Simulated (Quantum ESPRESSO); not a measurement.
# SiO2 (I-42d) in Quantum ESPRESSO: further runs

Runs on SiO2. Level: LDA. Tasks: band structure.

Everything below comes from runs of Quantum ESPRESSO 7.5. Logs are shortened: lines on timing, memory, paths and dates and some standing lists are left out, and cuts for length are marked.

### 1 The structure

It takes space group I-42d (No. 122, tetragonal). The conventional cell has a = 4.955 Å, b = 4.955 Å, c = 7.311 Å, α = 90.00°, β = 90.00°, γ = 90.00°. Si (site symmetry -4) is surrounded by 4 O at 1.61 Å. Around O (site symmetry 2) lie 2 Si at 1.61 Å.

The cell comes from a database or a generator and needn't be the stable form of this composition.

### 2 Band structure, LDA

pw.in reads:

```
&CONTROL
  calculation = 'scf'
  prefix = 'pwscf'
  outdir = './tmp'
  pseudo_dir = './pseudo'
  tprnfor = .true.
  tstress = .true.
  disk_io = 'low'
/
&SYSTEM
  ibrav = 0
  celldm(1) = 8
  nat = 6
  ntyp = 2
  ecutwfc = 45
  ecutrho = 360
  nbnd = 24
  occupations = 'smearing'
  smearing = 'fd'
  degauss = 0.00367493
/
&ELECTRONS
  conv_thr = 1.2d-09
  electron_maxstep = 120
  mixing_beta = 0.5
/
ATOMIC_SPECIES
Si    28.0850 si_lda_v1.uspp.F.UPF
O     15.9990 o_lda_v1.2.uspp.F.UPF
CELL_PARAMETERS alat
 -0.5851750632063   0.5851750632063   0.8635271811786
  0.5851750632063  -0.5851750632063   0.8635271811786
  0.5851750632063   0.5851750632063  -0.8635271811786
ATOMIC_POSITIONS crystal
Si     0.7500000000    0.2500000000    0.5000000000
Si     0.0000000000    0.0000000000    0.0000000000
O      0.8750000000    0.0282138700    0.6532138700
O      0.7782138700    0.1250000000    0.1532138700
O      0.9717861300    0.6250000000    0.8467861300
O      0.3750000000    0.2217861300    0.3467861300
K_POINTS automatic
8 8 8 0 0 0
```

bands.in reads:

```
&CONTROL
  calculation = 'bands'
  prefix = 'pwscf'
  outdir = './tmp'
  pseudo_dir = './pseudo'
  disk_io = 'low'
  verbosity = 'high'
/
&SYSTEM
  ibrav = 0
  celldm(1) = 8
  nat = 6
  ntyp = 2
  ecutwfc = 45
  ecutrho = 360
  nbnd = 24
  occupations = 'smearing'
  smearing = 'fd'
  degauss = 0.00367493
/
&ELECTRONS
  conv_thr = 1d-08
  electron_maxstep = 120
  mixing_beta = 0.5
  diago_full_acc = .true.
  startingwfc = 'random'
/
ATOMIC_SPECIES
Si    28.0850 si_lda_v1.uspp.F.UPF
O     15.9990 o_lda_v1.2.uspp.F.UPF
CELL_PARAMETERS alat
 -0.5851750632063   0.5851750632063   0.8635271811786
  0.5851750632063  -0.5851750632063   0.8635271811786
  0.5851750632063   0.5851750632063  -0.8635271811786
ATOMIC_POSITIONS crystal
Si     0.7500000000    0.2500000000    0.5000000000
Si     0.0000000000    0.0000000000    0.0000000000
O      0.8750000000    0.0282138700    0.6532138700
O      0.7782138700    0.1250000000    0.1532138700
O      0.9717861300    0.6250000000    0.8467861300
O      0.3750000000    0.2217861300    0.3467861300
K_POINTS crystal
60
 0.0000000000  0.0000000000  0.0000000000 1
 0.0000000000  0.0000000000  0.0714285714 1
 0.0000000000  0.0000000000  0.1428571429 1
 0.0000000000  0.0000000000  0.2142857143 1
 0.0000000000  0.0000000000  0.2857142857 1
 0.0000000000  0.0000000000  0.3571428571 1
 0.0000000000  0.0000000000  0.4285714286 1
 0.0000000000  0.0000000000  0.5000000000 1
-0.0765364556  0.0765364556  0.5000000000 1
-0.1530729112  0.1530729112  0.5000000000 1
-0.2296093669  0.2296093669  0.5000000000 1
-0.2972070251  0.2972070251  0.4324023417 1
-0.3648046834  0.3648046834  0.3648046834 1
-0.3192040980  0.3192040980  0.3192040980 1
-0.2736035126  0.2736035126  0.2736035126 1
-0.2280029271  0.2280029271  0.2280029271 1
-0.1824023417  0.1824023417  0.1824023417 1
-0.1368017563  0.1368017563  0.1368017563 1
-0.0912011709  0.0912011709  0.0912011709 1
-0.0456005854  0.0456005854  0.0456005854 1
 0.0000000000  0.0000000000  0.0000000000 1
 0.0625000000  0.0625000000 -0.0625000000 1
 0.1250000000  0.1250000000 -0.1250000000 1
 0.1875000000  0.1875000000 -0.1875000000 1
 0.2500000000  0.2500000000 -0.2500000000 1
 0.3125000000  0.3125000000 -0.3125000000 1
 0.3750000000  0.3750000000 -0.3750000000 1
 0.4375000000  0.4375000000 -0.4375000000 1
 0.5000000000  0.5000000000 -0.5000000000 1
 0.4549348945  0.5450651055 -0.4549348945 1
 0.4098697890  0.5901302110 -0.4098697890 1
 0.3648046834  0.6351953166 -0.3648046834 1
 0.2918437467  0.6081562533 -0.2918437467 1
 0.2188828101  0.5811171899 -0.2188828101 1
 0.1459218734  0.5540781266 -0.1459218734 1
 0.0729609367  0.5270390633 -0.0729609367 1
 0.0000000000  0.5000000000  0.0000000000 1
 0.0416666667  0.4583333333  0.0416666667 1
 0.0833333333  0.4166666667  0.0833333333 1
 0.1250000000  0.3750000000  0.1250000000 1
 0.1666666667  0.3333333333  0.1666666667 1
 0.2083333333  0.2916666667  0.2083333333 1
 0.2500000000  0.2500000000  0.2500000000 1
 0.2916666667  0.2916666667  0.1700651055 1
 0.3333333333  0.3333333333  0.0901302110 1
 0.3750000000  0.3750000000  0.0101953166 1
 0.4166666667  0.4166666667 -0.0697395779 1
 0.4583333333  0.4583333333 -0.1496744724 1
 0.5000000000  0.5000000000 -0.2296093669 1
 0.5000000000  0.5000000000 -0.2836874935 1
 0.5000000000  0.5000000000 -0.3377656201 1
 0.5000000000  0.5000000000 -0.3918437467 1
 0.5000000000  0.5000000000 -0.4459218734 1
 0.5000000000  0.5000000000 -0.5000000000 1
 0.0000000000  0.0000000000  0.5000000000 1
 0.0500000000  0.0500000000  0.4500000000 1
 0.1000000000  0.1000000000  0.4000000000 1
 0.1500000000  0.1500000000  0.3500000000 1
 0.2000000000  0.2000000000  0.3000000000 1
 0.2500000000  0.2500000000  0.2500000000 1
```

Potentials or basis: GBRV 1.5 LDA.

Command:

```sh
OMP_NUM_THREADS=1 pw.x -in pw.in > pw.out
OMP_NUM_THREADS=1 pw.x -in bands.in > bands.out
```

pw.out:

```text
This program is part of the open-source Quantum ESPRESSO suite
     for quantum simulation of materials; please cite
[... 9 lines left out ...]
     --------------------
     sticks:   dense  smooth     PW     G-vecs:    dense   smooth      PW
     Sum        2611    1317    433                69813    24673    4781

     Using Slab Decomposition

     bravais-lattice index     =            0
     lattice parameter (alat)  =       8.0000  a.u.
     unit-cell volume          =     605.5885 (a.u.)^3
     number of atoms/cell      =            6
     number of atomic types    =            2
     number of electrons       =        32.00
     number of Kohn-Sham states=           24
     kinetic-energy cutoff     =      45.0000  Ry
     charge density cutoff     =     360.0000  Ry
     scf convergence threshold =      1.2E-09
     mixing beta               =       0.5000
     number of iterations used =            8  plain     mixing
     Exchange-correlation= SLA  PZ   NOGX NOGC
                           (   1   1   0   0   0   0   0)

     celldm(1)=   8.000000  celldm(2)=   0.000000  celldm(3)=   0.000000
     celldm(4)=   0.000000  celldm(5)=   0.000000  celldm(6)=   0.000000

     crystal axes: (cart. coord. in units of alat)
               a(1) = (  -0.585175   0.585175   0.863527 )
               a(2) = (   0.585175  -0.585175   0.863527 )
               a(3) = (   0.585175   0.585175  -0.863527 )

     reciprocal axes: (cart. coord. in units 2 pi/alat)
               b(1) = (  0.000000  0.854445  0.579021 )
               b(2) = (  0.854445  0.000000  0.579021 )
               b(3) = (  0.854445  0.854445  0.000000 )

     PseudoPot. # 1 for Si read from file:
     si_lda_v1.uspp.F.UPF
     Pseudo is Ultrasoft + core correction, Zval =  4.0
     Generated by new atomic code, or converted to UPF format
     Using radial grid of  899 points,  6 beta functions with:
                l(1) =   0
                l(2) =   0
                l(3) =   1
                l(4) =   1
                l(5) =   2
                l(6) =   2
     Q(r) pseudized with  8 coefficients,  rinner =    0.900   0.900   0.900
                                                       0.900   0.900

     PseudoPot. # 2 for O  read from file:
     o_lda_v1.2.uspp.F.UPF
     Pseudo is Ultrasoft + core correction, Zval =  6.0
     Generated by new atomic code, or converted to UPF format
     Using radial grid of  737 points,  5 beta functions with:
                l(1) =   0
                l(2) =   0
                l(3) =   1
                l(4) =   1
                l(5) =   2
     Q(r) pseudized with  8 coefficients,  rinner =    0.900   0.900   0.900
                                                       0.900   0.900

     atomic species   valence    mass     pseudopotential
     Si                4.00    28.08500     Si( 1.00)
     O                 6.00    15.99900     O ( 1.00)

      8 Sym. Ops. (no inversion) found ( 4 have fractional translation)

   Cartesian axes

     site n.     atom                  positions (alat units)
         1        Si     tau(   1) = (   0.0000000   0.5851751   0.4317636  )
         2        Si     tau(   2) = (   0.0000000   0.0000000   0.0000000  )
         3        O      tau(   3) = (  -0.1132737   0.8777626   0.2158818  )
         4        O      tau(   4) = (  -0.2925875   0.4719014   0.6476454  )
         5        O      tau(   5) = (   0.2925875   0.6984487   0.6476454  )
         6        O      tau(   6) = (   0.1132737   0.2925875   0.2158818  )

     number of k points=    59  Fermi-Dirac smearing, width (Ry)=  0.0037
                       cart. coord. in units 2pi/alat
        k(    1) = (   0.0000000   0.0000000   0.0000000), wk =   0.0039062
        k(    2) = (   0.1068056   0.1068056   0.0000000), wk =   0.0156250
        k(    3) = (   0.2136113   0.2136113   0.0000000), wk =   0.0156250
        k(    4) = (   0.3204169   0.3204169   0.0000000), wk =   0.0156250
        k(    5) = (  -0.4272226  -0.4272226   0.0000000), wk =   0.0078125
        k(    6) = (   0.1068056   0.0000000   0.0723776), wk =   0.0312500
[... 51 lines left out ...]
        k(   58) = (  -0.7476395  -0.1068056  -0.0000000), wk =   0.0156250
        k(   59) = (  -0.8544452  -0.8544452  -0.5790206), wk =   0.0039062

     Dense  grid:    69813 G-vectors     FFT dimensions: (  60,  60,  60)

     Smooth grid:    24673 G-vectors     FFT dimensions: (  48,  48,  48)

     Check: negative core charge=   -0.000001

     Initial potential from superposition of free atoms

     starting charge      31.9988, renormalised to      32.0000
     Starting wfcs are   24 randomized atomic wfcs

     Self-consistent Calculation

     iteration #  1     ecut=    45.00 Ry     beta= 0.50
     Davidson diagonalization with overlap
     ethr =  1.00E-02,  avg # of iterations =  4.1

     total energy              =    -148.61107725 Ry
     estimated scf accuracy    <       1.58136451 Ry

     iteration #  2     ecut=    45.00 Ry     beta= 0.50
     Davidson diagonalization with overlap
     ethr =  4.94E-03,  avg # of iterations =  2.1

     total energy              =    -149.05899869 Ry
     estimated scf accuracy    <       0.18951762 Ry

     iteration #  3     ecut=    45.00 Ry     beta= 0.50
     Davidson diagonalization with overlap
     ethr =  5.92E-04,  avg # of iterations =  3.4
[... 29 lines left out ...]
     total energy              =    -149.08385784 Ry
     estimated scf accuracy    <       0.00000014 Ry

     iteration #  8     ecut=    45.00 Ry     beta= 0.50
     Davidson diagonalization with overlap
     ethr =  4.45E-10,  avg # of iterations =  2.3

     total energy              =    -149.08385787 Ry
     estimated scf accuracy    <          2.7E-09 Ry

     iteration #  9     ecut=    45.00 Ry     beta= 0.50
     Davidson diagonalization with overlap
     ethr =  8.55E-12,  avg # of iterations =  3.9

     End of self-consistent calculation

          k = 0.0000 0.0000 0.0000 (  3051 PWs)   bands (ev):

   -18.5117 -16.3504 -16.3504 -16.2891  -8.8399  -5.1334  -5.1334  -4.8653
    -2.1338  -1.7087  -1.1916  -1.1916  -1.1364  -0.2528   0.4331   0.4331
     6.1514   9.0343  10.8748  10.8748  10.9516  12.1240  12.1240  13.1498

          k = 0.1068 0.1068 0.0000 (  3090 PWs)   bands (ev):

   -18.4464 -16.4613 -16.3549 -16.2977  -8.6735  -5.2715  -5.0536  -4.7781
    -2.1776  -1.6539  -1.3806  -1.2022  -1.1945  -0.2284   0.3850   0.3867
     6.4831   9.2363  10.3414  10.7287  11.5090  11.8509  12.0867  12.9740

          k = 0.2136 0.2136 0.0000 (  3076 PWs)   bands (ev):

   -18.2556 -16.7559 -16.3646 -16.3204  -8.2161  -5.6201  -4.8423  -4.6124
    -2.2938  -1.7574  -1.5436  -1.3774  -1.1715  -0.2146   0.2617   0.2762
     7.3404   9.7006  10.0215  10.4556  11.6163  11.8102  12.1535  12.2718
[... 85 lines left out ...]
          k = 0.1068-0.2136 0.2171 (  3090 PWs)   bands (ev):

   -18.2302 -16.7871 -16.3681 -16.3308  -8.1480  -5.4538  -4.8718  -4.7527
    -2.1114  -1.9783  -1.7178  -1.2138  -1.0707  -0.3751   0.1685   0.2978
     7.4422   9.5784  10.0240  10.6341  11.0728  11.7486  12.2194  13.3282

          k =-0.4272-0.0000-0.2895 (  3090 PWs)   bands (ev):

   -18.0571 -17.0368 -16.3685 -16.3321  -7.8219  -5.5962  -4.8465  -4.6671
    -2.4522  -1.9080  -1.6689  -1.2179  -1.0868  -0.3593  -0.0629   0.2898
     8.5133   9.1200   9.8874  10.4648  11.0522  11.8356  11.9724  13.4374

          k =-0.3204 0.1068-0.2895 (  3090 PWs)   bands (ev):

   -18.0601 -17.0257 -16.3724 -16.3370  -7.8021  -5.6841  -4.7806  -4.6680
    -2.3954  -1.9480  -1.7343  -1.1718  -1.0155  -0.4510  -0.0258   0.2799
     8.2788   9.5193   9.7983  10.4973  10.9788  11.7943  12.1079  13.3526

          k =-0.2136 0.2136-0.2895 (  3086 PWs)   bands (ev):

   -18.0631 -17.0143 -16.3775 -16.3409  -7.7816  -5.7626  -4.7066  -4.6872
    -2.3268  -2.0037  -1.7919  -1.0444  -1.0025  -0.5785   0.0353   0.2547
     8.1413   9.7072   9.9143  10.3904  11.0224  11.6505  12.3070  13.4074

          k = 0.2136 0.2136 0.1448 (  3087 PWs)   bands (ev):

   -18.2062 -16.8256 -16.3687 -16.3254  -8.1028  -5.6262  -4.8068  -4.6564
    -2.2067  -2.0216  -1.6058  -1.1696  -1.1467  -0.3246   0.2004   0.2724
     7.5451   9.6903   9.9949  10.5555  11.0944  11.8606  12.1054  12.9324

          k = 0.3204 0.3204 0.1448 (  3091 PWs)   bands (ev):

   -17.9263 -17.1887 -16.3731 -16.3467  -7.5108  -6.1683  -4.5957  -4.5080
    -2.3120  -2.2678  -1.5904  -1.3758  -0.8828  -0.3979   0.0809   0.1401
     8.5671   9.8118   9.9670  10.4732  11.0186  11.7938  12.1084  12.4512

          k = 0.4272 0.4272 0.1448 (  3096 PWs)   bands (ev):
[... 203 lines left out ...]
          k =-0.7476-0.1068-0.0000 (  3080 PWs)   bands (ev):

   -17.5656 -17.5656 -16.3851 -16.3851  -6.6750  -6.6750  -4.5441  -4.5441
    -2.2390  -2.2390  -1.5539  -1.5539  -0.9520  -0.9520   0.0534   0.0534
     9.2844   9.2844  10.2320  10.2320  11.6568  11.6568  13.0818  13.0818

          k =-0.8544-0.8544-0.5790 (  3058 PWs)   bands (ev):

   -17.5647 -17.5647 -16.3876 -16.3876  -6.6578  -6.6578  -4.5388  -4.5388
    -2.1095  -2.1095  -1.6878  -1.6878  -1.0535  -1.0535   0.1087   0.1087
     9.1141   9.1141  10.4769  10.4769  11.9394  11.9394  12.9283  12.9284

     the Fermi energy is     1.7129 ev

!    total energy              =    -149.08385788 Ry
     estimated scf accuracy    <          1.0E-10 Ry
     smearing contrib. (-TS)   =      -0.00000000 Ry
     internal energy E=F+TS    =    -149.08385788 Ry

     The total energy is F=E-TS. E is the sum of the following terms:
     one-electron contribution =     -97.79014919 Ry
     hartree contribution      =      63.73572216 Ry
     xc contribution           =     -38.14932811 Ry
     ewald contribution        =     -76.88010274 Ry

     convergence has been achieved in   9 iterations

     Forces acting on atoms (cartesian axes, Ry/au):

     atom    1 type  1   force =    -0.00000000   -0.00000000    0.00000000
     atom    2 type  1   force =     0.00000000    0.00000000   -0.00000000
     atom    3 type  2   force =     0.00233122   -0.00000000   -0.00000000
     atom    4 type  2   force =    -0.00000000    0.00233122   -0.00000000
     atom    5 type  2   force =    -0.00000000   -0.00233122   -0.00000000
     atom    6 type  2   force =    -0.00233122   -0.00000000   -0.00000000

     Total force =     0.004662     Total SCF correction =     0.000001

     Computing stress (Cartesian axis) and pressure

          total   stress  (Ry/bohr**3)                   (kbar)     P=      -12.30
  -0.00008312  -0.00000000  -0.00000000          -12.23       -0.00       -0.00
   0.00000000  -0.00008312   0.00000000            0.00      -12.23        0.00
  -0.00000000  -0.00000000  -0.00008464           -0.00       -0.00      -12.45

=------------------------------------------------------------------------------=
   JOB DONE.
=------------------------------------------------------------------------------=
```

Wall time 3.3 min (1 thread of AMD EPYC 7R43 (Zen 3), shared host); peak memory 0.36 GiB.

Results:

```yaml
Free_energy: -2028.3892 eV
Pressure: -1.2 GPa
Largest_force: 0.060 eV/Å
Band_gap_on_the_k_mesh: 5.72 eV, direct
Band_gap_along_the_path: 5.72 eV, direct
```

Forces on the atoms (eV/Å):
```
Si   0.000  0.000  0.000
Si   0.000  0.000  0.000
O    0.060  0.000  0.000
O    0.000  0.060  0.000
O    0.000 -0.060  0.000
O   -0.060  0.000  0.000
```

Levels at the corners of the path, in eV from the valence-band top:
```tsv
point	band 12	band 13	band 14	band 15	band 16	band 17	band 18	band 19	band 20	band 21
Γ	-1.62	-1.57	-0.69	0.00	0.00	5.72	8.60	10.44	10.44	10.52
X	-2.11	-0.99	-0.99	-0.34	-0.34	8.90	8.90	10.04	10.04	10.95
Y	-1.95	-1.09	-1.09	-0.47	-0.47	9.28	9.28	9.44	9.44	10.68
S	-1.57	-1.44	-1.13	-0.65	-0.27	8.95	9.12	9.14	9.93	10.84
Γ	-1.62	-1.57	-0.69	0.00	0.00	5.72	8.60	10.44	10.44	10.52
Z	-2.12	-1.49	-1.49	-0.32	-0.32	8.68	8.68	10.04	10.04	11.51
S1	-1.57	-1.44	-1.13	-0.65	-0.27	8.95	9.12	9.14	9.93	10.84
N	-1.65	-1.52	-0.79	-0.50	-0.14	8.08	8.69	9.45	10.03	10.62
P	-1.87	-1.03	-1.03	-0.45	-0.45	9.29	9.29	9.32	9.32	11.08
Y1	-1.95	-1.09	-1.09	-0.47	-0.47	9.28	9.28	9.44	9.44	10.68
Z	-2.12	-1.49	-1.49	-0.32	-0.32	8.68	8.68	10.04	10.04	11.51
X	-2.11	-0.99	-0.99	-0.34	-0.34	8.90	8.90	10.04	10.04	10.95
P	-1.87	-1.03	-1.03	-0.45	-0.45	9.29	9.29	9.32	9.32	11.08
```

Expect the measured gap to be larger: semilocal functionals such as LDA lack the derivative discontinuity.

(Part 1 of 3 ends here.)
